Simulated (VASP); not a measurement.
# From VASP inputs to Ansatz: BeS (strained zincblende)

INCAR

```
LREAL = .FALSE.
GGA = PE
ENCUT = 520
NELM = 120
NSW = 0
NBANDS = 11
LCHARG = .FALSE.
SIGMA = 0.02
PREC = Accurate
IBRION = -1
ISIF = 2
EDIFF = 1E-7
LWAVE = .FALSE.
LASPH = .TRUE.
ISMEAR = -1
```

KPOINTS

```
KPOINTS created by Atomic Simulation Environment
0
Gamma
10 10 10
0 0 0
```

KPOINTS_OPT

```
special points
7
Reciprocal
0.0000000000 0.0000000000 0.0000000000 1
-0.5000000000 -0.5000000000 0.0000000000 1
-0.3750000000 -0.3750000000 0.2500000000 1
-0.3750000000 0.0000000000 0.3750000000 1
0.0000000000 0.0000000000 0.5000000000 1
-0.5000000000 -0.2500000000 0.2500000000 1
-0.0375000000 0.0000000000 0.0375000000 1
```

POSCAR

```
Be S
 1.0000000000000000
     0.0000000000000000    2.4221346991999999    2.4343062303999998
     2.4221346991999999    0.0000000000000000    2.4343062303999998
     2.4221346991999999    2.4221346991999999    0.0000000000000000
 Be  S
   1   1
Cartesian
  0.0000000000000000  0.0000000000000000  0.0000000000000000
  1.2110673496000000  1.2110673496000000  1.2171531151999999
```

VASP ran with the recommended PBE PAW datasets (8 valence electrons in the cell).

**Question.** Translate these files to an Ansatz input.

**Answer.** 

```yaml
crystal:
  lattice:
    - [0.0, 2.4221346992, 2.4343062304]
    - [2.4221346992, 0.0, 2.4343062304]
    - [2.4221346992, 2.4221346992, 0.0]
  atoms:
    - { symbol: Be, position: [0.0, 0.0, 0.0] }
    - { symbol: S, position: [0.25, 0.25, 0.25] }
kpoints:
  mp_grid: { grid: [10, 10, 10] }
  band_path:
    path:
      - [0.0, 0.0, 0.0]
      - [-0.5, -0.5, 0.0]
      - [-0.375, -0.375, 0.25]
      - [-0.375, 0.0, 0.375]
      - [0.0, 0.0, 0.5]
      - [-0.5, -0.25, 0.25]
      - [-0.0375, 0.0, 0.0375]
    npoints: 1
hamiltonian:
  xc: pbe
scf:
  occupations: { method: fermi_dirac, width: 0.02 }
  n_extra_bands: 4
output:
  forces: true
  stress: true
  eigenvalues: true
```

Other inputs would serve too.

```
                              VASP   Ansatz
gap between bands v and c  3.09 eV  3.09 eV
         least direct gap  5.65 eV  5.64 eV
                 pressure  1.4 GPa  1.4 GPa
```

The two codes use different PAW datasets and cutoffs. VASP's cell holds 8 valence electrons and Ansatz's 8. Ansatz's stress includes a Pulay correction; VASP's doesn't.
